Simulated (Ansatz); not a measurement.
WC under changes of volume

One of the cells (10.542 Å³/atom); the others are scaled copies at fixed shape and fractional positions:

```
CELL_PARAMETERS angstrom
0.00000 2.19268 2.19268
2.19268 0.00000 2.19268
2.19268 2.19268 0.00000
ATOMIC_POSITIONS crystal
W 0.00000 0.00000 0.00000
C 0.50000 0.50000 0.50000
```

Measurements of this composition are mostly on another form, of space group No. 187.

```yaml
Program: Ansatz 0.2.0
Functional: LDA
Potentials_or_basis: all-electron LAPW, scalar-relativistic
Cutoff: 337 eV (chosen from the basis error)
Basis_error_allowed: 0.001 eV/atom
k_mesh: 10 × 10 × 10
Occupations: fermi-dirac, width 0.05 eV
Spin: no spin polarisation
```

```tsv
volume (Å³/atom)	energy over the lowest point (meV/atom)	pressure (GPa)
9.910	?	?
10.120	0.00	-1.2
10.331	6.87	-9.1
10.542	23.55	-16.1
10.753	49.01	-22.4
10.964	82.32	-28.1
11.175	122.67	-33.1
```

Q: What does the run at 9.910 Å³/atom give?

A: Energy over the lowest point 4.07 meV/atom; pressure 7.6 GPa.

Worked out: A Birch-Murnaghan fit of order 3 (a polynomial in V^(-2/3)) to the other rows has its minimum at 10.09 Å³/atom, just outside them, with B0 = V·E''(V) = 404 GPa and B' = 4.3. It gives 4.04 meV/atom at 9.910 Å³/atom, against the run's 4.07, and -dE/dV = 7.5 GPa, against 7.6.

Energies are extrapolated to zero smearing.
